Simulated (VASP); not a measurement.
Input of a VASP 6.6.1 run:

Contents of INCAR:

```
ALGO = Fast ; EDIFF = 1E-8
ENCUT = 520 ; GGA = PE
ISIF = 2 ; ISMEAR = -1
ISPIN = 2 ; LASPH = True
LCHARG = False ; LEFG = True
LORBIT = 11 ; LREAL = Auto
LWAVE = False ; MAGMOM = 0 0 0 0 0 0 0 0 0 0.5 0.5 0 0 0 0 0.5 0 0 0 0 0 0 0 0 0 0 0 0 0 0 0 0 0 0 0
NBANDS = 96 ; NELECT = 138.0
NELM = 150 ; PREC = Accurate
SIGMA = 0.01
```

File KPOINTS:

```
k-points
0
Gamma
  3 3 3
```

Contents of POSCAR:

```
B18N17
1.0
    7.4947200000      0.0000000000      0.0000000000
   -3.7473600000      6.4906179144      0.0000000000
    0.0000000000      0.0000000000      6.6357000000
B N
18 17
Direct
    0.1111111111      0.2222222222      0.2500000000
    0.1111111111      0.5555555556      0.2500000000
    0.1111111111      0.8888888889      0.2500000000
    0.4444444444      0.2222222222      0.2500000000
    0.4444444444      0.5555555556      0.2500000000
    0.4444444444      0.8888888889      0.2500000000
    0.7777777778      0.2222222222      0.2500000000
    0.7777777778      0.5555555556      0.2500000000
    0.7777777778      0.8888888889      0.2500000000
    0.2222222222      0.1111111111      0.7500000000
    0.2222222222      0.4444444444      0.7500000000
    0.2222222222      0.7777777778      0.7500000000
    0.5555555556      0.1111111111      0.7500000000
    0.5555555556      0.4444444444      0.7500000000
    0.5555555556      0.7777777778      0.7500000000
    0.8888888889      0.1111111111      0.7500000000
    0.8888888889      0.4444444444      0.7500000000
    0.8888888889      0.7777777778      0.7500000000
    0.1111111111      0.5555555556      0.7500000000
    0.1111111111      0.8888888889      0.7500000000
    0.4444444444      0.2222222222      0.7500000000
    0.4444444444      0.5555555556      0.7500000000
    0.4444444444      0.8888888889      0.7500000000
    0.7777777778      0.2222222222      0.7500000000
    0.7777777778      0.5555555556      0.7500000000
    0.7777777778      0.8888888889      0.7500000000
    0.2222222222      0.1111111111      0.2500000000
    0.2222222222      0.4444444444      0.2500000000
    0.2222222222      0.7777777778      0.2500000000
    0.5555555556      0.1111111111      0.2500000000
    0.5555555556      0.4444444444      0.2500000000
    0.5555555556      0.7777777778      0.2500000000
    0.8888888889      0.1111111111      0.2500000000
    0.8888888889      0.4444444444      0.2500000000
    0.8888888889      0.7777777778      0.2500000000
```

Potentials or basis: VASP PAW PBE potentials, release 64 (B, N).

Run with:

```sh
$ cat potpaw_PBE.64/B/POTCAR potpaw_PBE.64/N/POTCAR > POTCAR
$ mpirun -np 1 vasp_std > vasp.out
```

**Question.** What does it give for the band gap on the k mesh?

**Answer.** 2.47 eV, indirect (least direct gap 2.75 eV).

**Question.** What does it give for the largest force?

**Answer.** 1.642 eV/Å.

**Question.** Estimate the net moment.

**Answer.** 0.00 μB per cell.

Electric field gradients, principal values (V/Å²):
| atom | Vxx | Vyy | Vzz |
| --- | --- | --- | --- |
| 1 B | -17.720 | -17.720 | 35.441 |
| 2 B | -17.598 | -17.892 | 35.490 |
| 3 B | -17.598 | -17.892 | 35.490 |
| 4 B | -17.598 | -17.892 | 35.490 |
| 5 B | -17.598 | -17.892 | 35.490 |
| 6 B | -17.820 | -17.820 | 35.640 |
| 7 B | -17.597 | -17.893 | 35.490 |
| 8 B | -17.766 | -17.766 | 35.532 |
| 9 B | -17.598 | -17.892 | 35.490 |
| 10 B | 6.380 | 27.488 | -33.868 |
| 11 B | 6.380 | 27.488 | -33.868 |
| 12 B | -15.724 | -18.579 | 34.303 |
| 13 B | -15.724 | -18.578 | 34.303 |
| 14 B | -17.151 | -19.361 | 36.512 |
| 15 B | -15.725 | -18.578 | 34.303 |
| 16 B | 6.380 | 27.488 | -33.868 |
| 17 B | -17.151 | -19.361 | 36.511 |
| 18 B | -17.151 | -19.361 | 36.512 |
| 19 N | -3.759 | -8.118 | 11.876 |
| 20 N | -3.759 | -8.117 | 11.877 |
| 21 N | -3.757 | -8.119 | 11.877 |
| 22 N | -3.758 | -8.117 | 11.875 |
| 23 N | -1.700 | -1.702 | 3.402 |
| 24 N | -3.757 | -8.120 | 11.877 |
| 25 N | -1.425 | -1.429 | 2.855 |
| 26 N | -3.759 | -8.117 | 11.876 |
| 27 N | -3.406 | -4.128 | 7.534 |
| 28 N | -3.408 | -4.127 | 7.535 |
| 29 N | -2.624 | -3.005 | 5.629 |
| 30 N | -2.624 | -3.003 | 5.627 |
| 31 N | -3.288 | -3.330 | 6.618 |
| 32 N | -2.627 | -3.002 | 5.628 |
| 33 N | -3.406 | -4.127 | 7.533 |
| 34 N | -3.286 | -3.331 | 6.617 |
| 35 N | -3.288 | -3.329 | 6.617 |

Caveat: the cell carries a net charge on a neutralising background, which shifts energy and pressure; the cell is charged against a uniform background, so pressure and absolute levels hang on convention.
